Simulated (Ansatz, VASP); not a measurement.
# One calculation of PbS, two programs

```
Pb S
1.0
     4.07035    0.00000    0.00000
    -2.03517    3.52503    0.00000
     0.00000    0.00000    3.82427
Pb S
1 1
Direct
  0.00000 0.00000 0.00000
  0.66667 0.33333 0.50000
```

Alike in both runs: functional PBE; k mesh 6 × 6 × 4; occupations gaussian, width 0.1 eV; no spin polarisation.

Ansatz relaxed the structure, and its values are those at the end. VASP's run is a single point on that final structure, the one shown.

|  | VASP | Ansatz |
| --- | --- | --- |
| version | VASP 6.6.1 | Ansatz 0.2.0 |
| potentials or method | VASP PAW PBE potentials, release 64 (Pb_d, S) | scalar-relativistic, plane waves, PAW |
| plane-wave cutoff (eV) | 520 | 420 |
| valence electrons in the cell | 20 | 20 |

VASP gave:

* gap on the k mesh at the Fermi level (eV): none
* pressure (GPa): -0.7

Q: Which values does Ansatz return?

A: gap on the k mesh at the Fermi level (eV): none; pressure (GPa): -0.6.

A gap of «none» marks a metal or a gap that the smearing closes.

Caveats: the k mesh is coarse (spacing up to 0.41 Å⁻¹), so the values aren't converged. Spin-orbit coupling is left out, which matters for the levels of Pb.
